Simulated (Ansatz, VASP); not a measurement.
Two plane-wave programs on SiC

File INCAR:

```
SYSTEM = SiC
PREC     = Accurate       ! precision mode
ENCUT    = 520            ! plane-wave cutoff, eV
EDIFF    = 1E-7           ! SCF threshold, eV
ISMEAR   = 0              ! smearing method
SIGMA    = 0.01           ! smearing width, eV
LREAL    = .FALSE.        ! projectors in reciprocal space
LASPH    = .TRUE.         ! aspherical terms in the spheres
NELM     = 80             ! most SCF steps
ALGO     = Normal         ! electronic algorithm
ISIF     = 2              ! what is computed and relaxed
LWAVE    = .FALSE.        ! write WAVECAR
LCHARG   = .FALSE.        ! write CHGCAR
GGA      = PS             ! functional
NBANDS   = 16             ! bands
```

The input KPOINTS:

```
regular mesh
0
G
  8 8 6
  0 0 0
```

File POSCAR:

```
SiC
1.0
    3.0757714184      0.0000000000      0.0000000000
   -1.5378857092      2.6636961846      0.0000000000
    0.0000000000      0.0000000000      5.0475370447
Si C
2 2
Direct
    0.3333333333      0.6666666667      0.0045933970
    0.6666666667      0.3333333333      0.5045933970
    0.3333333333      0.6666666667      0.3804066030
    0.6666666667      0.3333333333      0.8804066030
```

Input for Ansatz:

```yaml
crystal:
  lattice:
    - [3.07577141845, 0.0, 0.0]
    - [-1.53788570922, 2.66369618461, 0.0]
    - [0.0, 0.0, 5.04753704469]
  atoms:
    - { symbol: Si, position: [0.333333333333, 0.666666666667, 0.004593397005] }
    - { symbol: Si, position: [0.666666666667, 0.333333333333, 0.504593397005] }
    - { symbol: C, position: [0.333333333333, 0.666666666667, 0.380406602995] }
    - { symbol: C, position: [0.666666666667, 0.333333333333, 0.880406602995] }
kpoints:
  mp_grid: { grid: [8, 8, 6] }
scf:
  occupations: { method: fixed }
hamiltonian:
  xc: pbesol
  pseudopotentials: { kind: paw }
output:
  forces: true
  stress: true
  eigenvalues: true
  eigenstates:
    nscf_kmesh: { grid: [12, 12, 8] }
    de_dk: true
    e_range: [-9, 12.20905813782]
  optics:
    e_range: [0, 25]
    de: 0.2
    sigma: 0.1
    bands: { spectra_wanted_up_to: 25 }
    nscf_kmesh: { grid: [12, 12, 8] }
checkpoint:
  write: ck
  write_wavefunctions: false
```

Alike in both runs: task single point; functional PBEsol; k mesh 8 × 8 × 6; no spin polarisation.

```csv
,VASP,Ansatz
version,VASP 6.6.1,Ansatz 0.2.0
potentials or method,"VASP PAW PBE potentials, release 64 (Si, C)","PAW with Ansatz's default frozen-core files, scalar-relativistic"
plane-wave cutoff (eV),520,420
occupations,"gaussian, width 0.01 eV",fixed
valence electrons in the cell,16,16
```

```tsv
	VASP	Ansatz	Ansatz less VASP
gap on the k mesh at the Fermi level (eV)	2.37	2.38	+0.010
pressure (GPa)	0.4	0.0	-0.36
```

Caveats: the PAW data sets were made with another functional, which shifts forces and pressure a little (VASP). A k mesh can miss the band edges.
